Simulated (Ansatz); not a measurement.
**Relaxing HfO2, the end x = 0 of the monoclinic HfO2 with Si on Hf sites line (96 atoms)**

Wanted: the relaxed structure of HfO2, the end x = 0 of the monoclinic HfO2 with Si on Hf sites line (96 atoms) and its electronic structure.

Program: Ansatz 0.2.0. Level of theory: Kohn-Sham DFT, PBE, PAW (set soft_2), plane waves. Results are calculated unless marked as measured.

## Step 1: Starting point

The cell holds 96 atoms: 32 Hf and 64 O. Cell: a = 10.280 Å, b = 10.380 Å, c = 10.640 Å, α = 90.0°, β = 99.6°, γ = 90.0°. It derives from HfO2 (monoclinic HfO2 with Si on Hf sites), repeated 2×2×2. Monoclinic HfO2 with Si on Hf sites: 96 atoms, 0 of 32 Hf sites given to Si at random, cell and internal coordinates interpolated linearly between the end members (Vegard's rule); not relaxed, displaced by a Gaussian of 0.02 Å. Lattice constants are starting values near those of PBE.

What the set-up can't give: The host structure and its lattice constant were typed by rule, without a check against the phase diagram. No spin–orbit coupling is included, so levels derived from the heavy atoms are approximate.

## Step 2: Single point at the start

A single point comes first, to see the forces before anything moves.

input.yaml reads:

```yaml
crystal:
  lattice:
    - [10.28, 0.0, 0.0]
    - [0.0, 10.38, 0.0]
    - [-1.77442, 0.0, 10.491]
  atoms:
    - { symbol: Hf, position: [0.14074, 0.01867, 0.10299] }
    - { symbol: Hf, position: [0.35941, 0.27152, 0.14161] }
    - { symbol: Hf, position: [0.36575, 0.47868, 0.39661] }
    - { symbol: Hf, position: [0.13659, 0.23297, 0.35007] }
    - { symbol: O, position: [0.03675, 0.16526, 0.17566] }
    - { symbol: O, position: [0.46057, 0.41567, 0.07483] }
    - { symbol: O, position: [0.46272, 0.33512, 0.3244] }
    - { symbol: O, position: [0.03939, 0.08574, 0.42446] }
    - { symbol: O, position: [0.22621, 0.37768, 0.23977] }
    - { symbol: O, position: [0.27385, 0.12848, 0.01101] }
    - { symbol: O, position: [0.27393, 0.12024, 0.25869] }
    - { symbol: O, position: [0.22285, 0.36971, 0.48998] }
    - { symbol: Hf, position: [0.13612, 0.0203, 0.60716] }
    - { symbol: Hf, position: [0.3634, 0.26948, 0.64431] }
    - { symbol: Hf, position: [0.36081, 0.48341, 0.8961] }
    - { symbol: Hf, position: [0.1372, 0.23052, 0.858] }
    - { symbol: O, position: [0.03733, 0.16719, 0.67407] }
    - { symbol: O, position: [0.4622, 0.4138, 0.57583] }
    - { symbol: O, position: [0.46287, 0.33513, 0.8281] }
    - { symbol: O, position: [0.0391, 0.08455, 0.92519] }
    - { symbol: O, position: [0.2232, 0.38141, 0.74098] }
    - { symbol: O, position: [0.2749, 0.12994, 0.50986] }
    - { symbol: O, position: [0.27842, 0.12393, 0.76417] }
    - { symbol: O, position: [0.22162, 0.36822, 0.98904] }
    - { symbol: Hf, position: [0.13817, 0.52154, 0.1046] }
    - { symbol: Hf, position: [0.35859, 0.76926, 0.14758] }
    - { symbol: Hf, position: [0.36262, 0.98162, 0.39558] }
    - { symbol: Hf, position: [0.13749, 0.73051, 0.35478] }
    - { symbol: O, position: [0.03717, 0.66623, 0.17222] }
    - { symbol: O, position: [0.46411, 0.91623, 0.07865] }
    - { symbol: O, position: [0.46521, 0.83436, 0.32578] }
    - { symbol: O, position: [0.03578, 0.58482, 0.42365] }
    - { symbol: O, position: [0.22363, 0.87908, 0.23882] }
    - { symbol: O, position: [0.27726, 0.62814, 0.01233] }
    - { symbol: O, position: [0.27592, 0.62214, 0.25791] }
    - { symbol: O, position: [0.22452, 0.87243, 0.48818] }
    - { symbol: Hf, position: [0.13678, 0.51991, 0.60138] }
    - { symbol: Hf, position: [0.36258, 0.77148, 0.64436] }
    - { symbol: Hf, position: [0.36292, 0.97762, 0.89593] }
    - { symbol: Hf, position: [0.13474, 0.73231, 0.85478] }
    - { symbol: O, position: [0.03737, 0.66451, 0.67593] }
    - { symbol: O, position: [0.46723, 0.91242, 0.57886] }
    - { symbol: O, position: [0.46577, 0.83465, 0.82421] }
    - { symbol: O, position: [0.03848, 0.58365, 0.92235] }
    - { symbol: O, position: [0.22237, 0.88006, 0.74151] }
    - { symbol: O, position: [0.27391, 0.63, 0.50782] }
    - { symbol: O, position: [0.277, 0.62109, 0.75964] }
    - { symbol: O, position: [0.22455, 0.87267, 0.99143] }
    - { symbol: Hf, position: [0.63881, 0.02012, 0.10415] }
    - { symbol: Hf, position: [0.86368, 0.2703, 0.1473] }
    - { symbol: Hf, position: [0.86199, 0.47546, 0.39798] }
    - { symbol: Hf, position: [0.64197, 0.231, 0.35381] }
    - { symbol: O, position: [0.53674, 0.16577, 0.17353] }
    - { symbol: O, position: [0.96049, 0.415, 0.0746] }
    - { symbol: O, position: [0.96365, 0.33343, 0.32744] }
    - { symbol: O, position: [0.53673, 0.0859, 0.42391] }
    - { symbol: O, position: [0.72855, 0.37535, 0.23877] }
    - { symbol: O, position: [0.77717, 0.13387, 0.00953] }
    - { symbol: O, position: [0.77602, 0.12056, 0.26254] }
    - { symbol: O, position: [0.72384, 0.37231, 0.48939] }
    - { symbol: Hf, position: [0.63544, 0.02045, 0.60496] }
    - { symbol: Hf, position: [0.86456, 0.26964, 0.64482] }
    - { symbol: Hf, position: [0.86344, 0.48061, 0.89654] }
    - { symbol: Hf, position: [0.63773, 0.23239, 0.8547] }
    - { symbol: O, position: [0.54092, 0.16814, 0.67476] }
    - { symbol: O, position: [0.95997, 0.41716, 0.5773] }
    - { symbol: O, position: [0.96445, 0.33601, 0.82574] }
    - { symbol: O, position: [0.53925, 0.08292, 0.92723] }
    - { symbol: O, position: [0.72137, 0.37561, 0.73685] }
    - { symbol: O, position: [0.77441, 0.12684, 0.51373] }
    - { symbol: O, position: [0.77523, 0.11841, 0.76212] }
    - { symbol: O, position: [0.72365, 0.36862, 0.99167] }
    - { symbol: Hf, position: [0.63943, 0.51901, 0.10668] }
    - { symbol: Hf, position: [0.86267, 0.77297, 0.14696] }
    - { symbol: Hf, position: [0.86488, 0.98036, 0.39367] }
    - { symbol: Hf, position: [0.64245, 0.7291, 0.35362] }
    - { symbol: O, position: [0.53572, 0.66561, 0.17396] }
    - { symbol: O, position: [0.96398, 0.91727, 0.07992] }
    [... 12 atom lines left out ...]
    - { symbol: O, position: [0.96488, 0.83697, 0.82795] }
    - { symbol: O, position: [0.53844, 0.58231, 0.92185] }
    - { symbol: O, position: [0.72161, 0.88137, 0.73952] }
    - { symbol: O, position: [0.77808, 0.62749, 0.50917] }
    - { symbol: O, position: [0.77571, 0.62278, 0.76012] }
    - { symbol: O, position: [0.72497, 0.87103, 0.99034] }
kpoints:
  mp_grid: { grid: [2, 2, 2] }
hamiltonian:
  xc: pbe
scf:
  occupations: { method: fermi_dirac, width: 0.025 }
output:
  forces: true
```

Started as:

```console
> ansatz run input.yaml --threads 6 --pin off --max-ram 102400MiB --backend cuda --events-out ev --progress --plain --runs-dir out
```

Numbers of over 12 decimals in the logs are rounded to 6 here.

What it wrote:

```text
Engine: ansatz 0.2.0, x86_64-unknown-linux-gnu
Pseudopotentials: kind: paw
Pseudopotential: Hf, paw, valence charge 26, recommended cutoff 420 eV (normal), Hf.paw.azcp
Pseudopotential: O, paw, valence charge 6, recommended cutoff 420 eV (normal), O.paw.azcp
[... 5 lines on functional and potentials left out ...]
concurrent solve slots: 4 of 6 are kept, ahead of what memory takes: no pass of the eigensolver takes more rounds on 4
device memory: the entry about to start is reckoned to put 18.9 GiB on a device that reports 72.2 GiB free
GPU FFT provider: cuFFT
GPU libraries: cuBLAS 13.8.2, cuFFT 12.4.0, cuSOLVER 12.3.4
Crystal: 96 atoms, lattice volume = 1119.457 Å³
Basis set: ecut = 420 eV, 21915 PW (Γ), exchange–correlation on 144×144×144 points (8 copies of the dense FFT grid, shifted against one another)
Bands: 704, of which v1, the nominal top of the filled ones, is band 608 counted from 1 (607 counted from 0)
Symmetry: 1 space group operations
Space group: P1 (ITA 1), of the structure as read, at distance tolerance 1.0e-4 Å
k-points: 8
[... 5 lines on functional and potentials left out ...]
Initial density: superposition of atomic densities (neutral atoms: chi_scale 0, normalization atom), corrected by the library's trained network
Initial wavefunctions: pseudopotential atomic-orbital guess
GPU buffer pool allocated for 373248 grid points (all kernels)
GPU transforms: local potential and band sums: pruned to the plane-wave sphere, on 72×72×72
Functional: x = pbe(κ = 0.804, μ = 0.219515), c = pbe(β = 0.066725)
SCF iter   1: F=—  HF=-539572.559474 eV  |F-HF|=—  |Δ(HF+E_count)|=         —  Δρ=2.94e-3  dr2=4.21e-2  ethr=1.77e-3  ⟨swp⟩=5.4  Hψ=16985  notcnv=0  defer=490
preconditioner: auto → Resta (q_TF=auto, 2.766 Å⁻¹)  ε∞=5.6  [insulator: Δε(μ)=4.071 eV  Ē_g=17.576 eV  σ=0.025 eV  W_gap=1.00  n_scr=414 (ndim 8)  ℏωp=37.7 eV  f_vac=0.079  D(μ)=0.00/eV (n_scr^D=0)  ε∞_Penn≈5.6]
SCF iter   2: F=—  HF=-539572.566048 eV  |F-HF|=—  |Δ(HF+E_count)|=   6.57e-3  Δρ=1.50e-3  dr2=9.27e-3  ethr=3.47e-6  ⟨swp⟩=2.0  Hψ=11069  notcnv=0  defer=504
SCF iter   3: F=—  HF=-539572.578876 eV  |F-HF|=—  |Δ(HF+E_count)|=   1.28e-2  Δρ=5.38e-4  dr2=2.27e-3  ethr=7.62e-7  ⟨swp⟩=2.0  Hψ=8759  notcnv=0  defer=504
SCF iter   4: F=—  HF=-539572.585185 eV  |F-HF|=—  |Δ(HF+E_count)|=   6.31e-3  Δρ=1.16e-4  dr2=1.43e-4  ethr=1.87e-7  ⟨swp⟩=2.0  Hψ=8759  notcnv=0  defer=504
SCF iter   5: F=—  HF=-539572.582460 eV  |F-HF|=—  |Δ(HF+E_count)|=   2.73e-3  Δρ=4.37e-5  dr2=2.58e-5  ethr=1.18e-8  ⟨swp⟩=2.0  Hψ=8392  notcnv=0  defer=504
SCF iter   6: F=—  HF=-539572.581954 eV  |F-HF|=—  |Δ(HF+E_count)|=   5.06e-4  Δρ=2.00e-5  dr2=4.46e-6  ethr=2.12e-9  ⟨swp⟩=2.0  Hψ=9767  notcnv=0  defer=504
SCF iter   7: F=—  HF=-539572.581953 eV  |F-HF|=—  |Δ(HF+E_count)|=   1.03e-6  Δρ=1.01e-5  dr2=1.11e-6  ethr=3.67e-10  ⟨swp⟩=2.0  Hψ=9767  notcnv=0  defer=504
SCF iter   8: F=—  HF=-539572.581954 eV  |F-HF|=—  |Δ(HF+E_count)|=   1.23e-6  Δρ=6.59e-6  dr2=4.50e-7  ethr=9.15e-11  ⟨swp⟩=2.0  Hψ=9783  notcnv=0  defer=504
SCF iter   9: F=-539572.581954 eV  HF=-539572.581954 eV  |F-HF|=1.47e-8  |Δ(HF+E_count)|=   5.95e-8  Δρ=1.19e-6  dr2=2.05e-8  ethr=8.22e-12  ⟨swp⟩=3.0  Hψ=22756  notcnv=0
SCF 1 converged in 9 iterations: F = -539572.581954 eV  dr2 = 2.05e-8
  greatest PAW one-centre occupation: 0.999 electrons in one spin orbital (limit 2), on the Hf atom at site 3 (counted from 0), in its partial waves of l = 0
SCF converged after 9 iterations
Free energy (F): -539572.581954 eV
Harris-Foulkes:  -539572.581954 eV  (|F-HF|=1.47e-8)
Internal energy: -539572.581954 eV  (E = F + TS)
E sigma→0 (E₀):  -539572.581954 eV
Fermi energy:    15.996259 eV
--- Per-component energies (eV) ---
  E_band       = -170.672989
  E_kinetic    = 24711.407832
  E_local      = -197860.835388  (includes V_loc(G=0)·N_el)
  E_nonlocal   = -36700.524020
  E_hartree    = 90464.198632
  E_xc         = -14330.385139
  E_vxc        = -14554.827522  (∫ρ·V_xc dr)
  E_paw        = -231793.358529  (= ΣΔE_a)
  E_vpaw       = 43305.591968  (= ΣTr[D̂ρ^β])
  E_aug_tail   = 0.158897  (compensation charges beyond the density's cutoff)
  E_ewald      = -174063.244240
  E_smearing   = -0.000000  (= −TS)
  E_closure    = 0.000000  (closes the sum)
  Σ components = -539572.581954   (vs F -539572.581954, Δ=0.00e0)
--- Forces (eV/Å), atoms counted from 1 ---
  atom   1  Hf    -0.21932936     0.51772722     0.60180592
  atom   2  Hf     0.49516770    -0.41798202     0.69224931
  atom   3  Hf    -0.81678640    -0.12615526    -0.45562861
  atom   4  Hf     0.66894324    -0.66899289     0.77288936
  atom   5  O     -0.32699226    -0.01220101    -0.53222323
  atom   6  O      0.68038744     0.38093058     0.30101407
  atom   7  O      0.71698640    -0.32210931     0.13858493
  atom   8  O     -0.83376189    -0.46883429    -0.15838890
  atom   9  O     -0.43234190     0.38968600    -0.33043406
  atom  10  O      0.47431048    -0.08642992    -0.01360816
  atom  11  O      0.33211461    -0.01941799     0.15365064
  atom  12  O      0.03574311     0.38016915    -0.10131670
  atom  13  Hf     0.64542950     0.58392146    -0.46294707
  atom  14  Hf    -0.70854579    -0.09912518     0.71597994
[...]
atom  95  O      0.06479518     0.03849776     0.13769472
  atom  96  O      0.05580550     0.07792866    -0.13020198
  max |Σ_I F_I| component: 1.28e-5 eV/Å
```

Wall time 8.2 s (1 × NVIDIA H100 80GB HBM3 with 6 threads of AMD EPYC 7R13 (Zen 3), shared host); peak memory 1.4 GiB.

That memory is the host's; the program planned up to 18.9 GiB on the GPU.

Read from the output:

```
free energy            : -539572.5820 eV
free energy per atom   : -5620.5477 eV/atom
SCF cycles             : 9
r.m.s. force component : 0.4052 eV/Å
longest force          : 1.538 eV/Å
Fermi energy           : 16 eV
```

The r.m.s. force component of 0.41 eV/Å sets the starting point.

Neighbours are counted within 2.82 Å (O-Hf).

Length of the force by element and coordination:

| element | coordination | atoms | mean length of the force (eV/Å) | spread | least | most |
| --- | --- | --- | --- | --- | --- | --- |
| Hf | all | 32 | 0.856 | 0.281 | 0.213 | 1.54 |
| O | all | 64 | 0.525 | 0.239 | 0.157 | 1.15 |
| O | 3 | 32 | 0.593 | 0.273 | 0.192 | 1.15 |
| O | 4 | 32 | 0.457 | 0.175 | 0.157 | 0.821 |

## Step 3: Cell and atoms relaxed

Cell and atoms are freed together, to release stress as well as forces.

input.yaml, as its differences from that of step 2:

```diff
@@ -15 +15,5 @@
   forces: true
+relax:
+  f_tol: 0.04
+  max_steps: 150
+  cell: {}
```

What it wrote:

```text
[...]
GPU FFT provider: cuFFT
GPU libraries: cuBLAS 13.8.2, cuFFT 12.4.0, cuSOLVER 12.3.4
Crystal: 96 atoms, lattice volume = 1119.457 Å³
Basis set: ecut = 420 eV, 21915 PW (Γ), exchange–correlation on 144×144×144 points (8 copies of the dense FFT grid, shifted against one another)
Bands: 730, of which v1, the nominal top of the filled ones, is band 608 counted from 1 (607 counted from 0)
Symmetry: 1 space group operations
[...]
k-points: 8
[...]
GPU buffer pool allocated for 373248 grid points (all kernels)
[...]
SCF iter   1: F=—  HF=-539572.557494 eV  |F-HF|=—  |Δ(HF+E_count)|=         —  Δρ=2.94e-3  dr2=4.23e-2  ethr=1.77e-3  ⟨swp⟩=5.1  Hψ=17594  notcnv=0  defer=665
[...]
SCF iter   9: F=-539572.581954 eV  HF=-539572.581954 eV  |F-HF|=9.20e-9  |Δ(HF+E_count)|=   1.31e-7  Δρ=1.11e-6  dr2=1.66e-8  ethr=8.22e-12  ⟨swp⟩=4.9  Hψ=19855  notcnv=0
SCF 1 converged in 9 iterations: F = -539572.581954 eV  dr2 = 1.66e-8
[...]
relax step   1: F+E_penalty+E_count = -539572.58195381 eV  Δ(F+E_penalty+E_count) = +0.000e0 eV  max|allowed force component| = 1.332e0 eV/Å  Δτ_max = 0.0000 Å  P = +3.581 GPa  Ω = 1119.457 Å³  (9 SCF iters, dr2 threshold 1.00e-7 eV, accepted)
[... from here on, the SCF cycles and remarks between the steps are left out ...]
relax step   2: F+E_penalty+E_count = -539573.22308589 eV  Δ(F+E_penalty+E_count) = -6.411e-1 eV  max|allowed force component| = 7.201e-1 eV/Å  Δτ_max = 0.0834 Å  P = -0.826 GPa  Ω = 1136.047 Å³  energy of the carried Pulay correction = -7.992e-2 eV  (8 SCF iters, dr2 threshold 9.60e-6 eV, accepted)
relax step   3: F+E_penalty+E_count = -539573.68057337 eV  Δ(F+E_penalty+E_count) = -4.575e-1 eV  max|allowed force component| = 8.687e-2 eV/Å  Δτ_max = 0.0642 Å  P = +0.129 GPa  Ω = 1133.582 Å³  energy of the carried Pulay correction = -6.812e-2 eV  (7 SCF iters, dr2 threshold 9.60e-6 eV, accepted)
relax step   4: F+E_penalty+E_count = -539573.68098496 eV  Δ(F+E_penalty+E_count) = -4.116e-4 eV  max|allowed force component| = 8.879e-3 eV/Å  Δτ_max = 0.0168 Å  P = +0.016 GPa  Ω = 1134.719 Å³  energy of the carried Pulay correction = -7.357e-2 eV  (6 SCF iters, dr2 threshold 4.72e-7 eV, accepted)
relax step   5: F+E_penalty+E_count = -539573.68098121 eV  Δ(F+E_penalty+E_count) = +3.754e-6 eV  max|allowed force component| = 1.241e-3 eV/Å  Δτ_max = 0.0010 Å  P = +0.001 GPa  Ω = 1134.750 Å³  energy of the carried Pulay correction = -7.372e-2 eV  (6 SCF iters, dr2 threshold 6.34e-9 eV, accepted)
relax step   6: F+E_penalty+E_count = -539573.75962637 eV  Δ(F+E_penalty+E_count) = -7.865e-2 eV  max|allowed force component| = 1.135e-3 eV/Å  Δτ_max = 0.0000 Å  P = +0.123 GPa  Ω = 1134.750 Å³  stress off target by 1.44e-1 GPa  SCF on the basis re-selected at this cell (its energy is not comparable with the rows above)  (7 SCF iters)
relax step   7: F+E_penalty+E_count = -539573.75687004 eV  Δ(F+E_penalty+E_count) = +2.756e-3 eV  max|allowed force component| = 1.291e-3 eV/Å  Δτ_max = 0.0014 Å  P = +0.010 GPa  Ω = 1135.380 Å³  energy of the carried Pulay correction = -3.038e-3 eV  (6 SCF iters, dr2 threshold 5.18e-8 eV, accepted)
relax step   8: F+E_penalty+E_count = -539573.76002918 eV  Δ(F+E_penalty+E_count) = -3.159e-3 eV  max|allowed force component| = 1.272e-3 eV/Å  Δτ_max = 0.0000 Å  P = +0.012 GPa  Ω = 1135.380 Å³  stress off target by 1.64e-2 GPa  SCF on the basis re-selected at this cell (its energy is not comparable with the rows above)  (5 SCF iters)
[...]
SCF converged after 5 iterations
Free energy (F): -539573.760029 eV
[...]
Internal energy: -539573.760029 eV  (E = F + TS)
E sigma→0 (E₀):  -539573.760029 eV
Fermi energy:    15.717597 eV
[...]
--- Forces (eV/Å), atoms counted from 1 ---
  atom   1  Hf     0.00032635     0.00042956     0.00051317
  atom   2  Hf     0.00093002     0.00095272    -0.00016391
  atom   3  Hf     0.00086597    -0.00028878     0.00048570
  atom   4  Hf    -0.00031509     0.00002945    -0.00016589
  atom   5  O      0.00018760    -0.00044919     0.00001341
  atom   6  O     -0.00074572    -0.00095869     0.00047872
  atom   7  O     -0.00017139     0.00041662    -0.00011105
  atom   8  O      0.00004632     0.00024064     0.00010935
  atom   9  O      0.00029545     0.00002957    -0.00013001
  atom  10  O     -0.00068773    -0.00032605    -0.00004373
  atom  11  O     -0.00047658    -0.00017944    -0.00005897
  atom  12  O      0.00006754     0.00000869     0.00023081
  atom  13  Hf    -0.00106707     0.00007167     0.00021327
  atom  14  Hf    -0.00067812    -0.00020602     0.00023835
[...]
atom  95  O     -0.00021318     0.00019049    -0.00021630
  atom  96  O      0.00033278     0.00004570    -0.00007008
  max |Σ_I F_I| component: 2.82e-6 eV/Å
--- Stress (GPa, compression-positive) ---
        0.010955      -0.000339      -0.000050
       -0.000339       0.009497      -0.000111
       -0.000050      -0.000111       0.016419
  P = ⅓ Tr σ = 0.0123 GPa (0.123 kbar)
--- Band table (eV; the first three rows and the last of 8) ---
[...]
--- Relaxed structure (6 steps of the walk, 6 accepted, 2 SCFs on fresh bases) ---
  F+E_penalty+E_count = -539573.76002918 eV   max|allowed force component| = 1.272e-3 eV/Å   (the final SCF, on the basis selected at the relaxed cell)
  cell:  # Å, volume = 1135.3795 Å³
    - [10.322082, 1.6679662088747052e-5, -0.0071021]
    - [1.684191561101113e-5, 10.423755, 1.6805790752132084e-5]
    - [-1.788932, 1.4106446905792614e-5, 10.553591]
  atoms:
    - { symbol: Hf, position: [0.137949, 0.021631, 0.104412] }
    - { symbol: Hf, position: [0.362206, 0.271625, 0.146050] }
    - { symbol: Hf, position: [0.362208, 0.478744, 0.396045] }
    - { symbol: Hf, position: [0.137959, 0.228743, 0.354416] }
[...]
- { symbol: O, position: [0.724660, 0.871578, 0.988565] }
```

Run time: 35 s. Hardware: 1 × NVIDIA H100 80GB HBM3 with 6 threads; peak memory 1.5 GiB.

That memory is the host's; the program planned up to 19.4 GiB on the GPU.

The program notes that the band table was not solved further than the SCF left it.

Step by step:

| step | energy less that of the first step (eV) | largest force component (eV/Å) | pressure (GPa) | volume (Å³) |
| --- | --- | --- | --- | --- |
| 1 | 0.0000 | 1.3315 | 3.58 | 1119.46 |
| 2 | -0.6411 | 0.7201 | -0.83 | 1136.05 |
| 3 | -1.0986 | 0.0869 | 0.13 | 1133.58 |
| 4 | -1.0990 | 0.0089 | 0.02 | 1134.72 |
| 5 | -1.0990 | 0.0012 | 0.00 | 1134.75 |
| 6* | -1.1777 | 0.0011 | 0.12 | 1134.75 |
| 7 | -1.1749 | 0.0013 | 0.01 | 1135.38 |
| 8* | -1.1781 | 0.0013 | 0.01 | 1135.38 |

Relaxation steps marked * repeat the geometry before them on a plane-wave basis chosen anew for their cell, so energy and pressure can jump there.

| cell as run | before | after | change |
| --- | --- | --- | --- |
| a (Å) | 10.280 | 10.322 | +0.4 % |
| b (Å) | 10.380 | 10.424 | +0.4 % |
| c (Å) | 10.640 | 10.704 | +0.6 % |
| β (°) | 99.60 | 99.66 | +0.1 % |
| volume (Å³/atom) | 11.66 | 11.83 | +1.4 % |

The atoms that moved most (Å, as changes of fractional coordinates times the final cell):

| atom | dx | dy | dz | length |
| --- | --- | --- | --- | --- |
| O65 | -0.074 | -0.038 | -0.003 | 0.083 |
| O66 | 0.070 | -0.028 | -0.014 | 0.076 |
| O92 | -0.054 | 0.037 | 0.027 | 0.071 |
| O68 | -0.053 | 0.031 | -0.029 | 0.068 |
| Hf4 | 0.006 | -0.044 | 0.046 | 0.064 |
| O58 | -0.021 | -0.053 | 0.025 | 0.062 |
| O44 | -0.053 | 0.023 | 0.022 | 0.062 |
| O79 | 0.039 | 0.044 | 0.019 | 0.062 |

The relaxation changed the energy by -12.3 meV/atom, and atoms moved by 0.042 Å r.m.s., 0.083 Å at most.

(Continued in part 2 of 3.)

[Logs are printed without paths, hosts, clocks, repeated set-up lines and the standing remarks that a program may print on its own settings, such as how far it seeks lower states.]

[Hosts, paths, dates, database ids (printed as entryN), source tags and the programs' standing remarks are cut or masked in the printed files.]
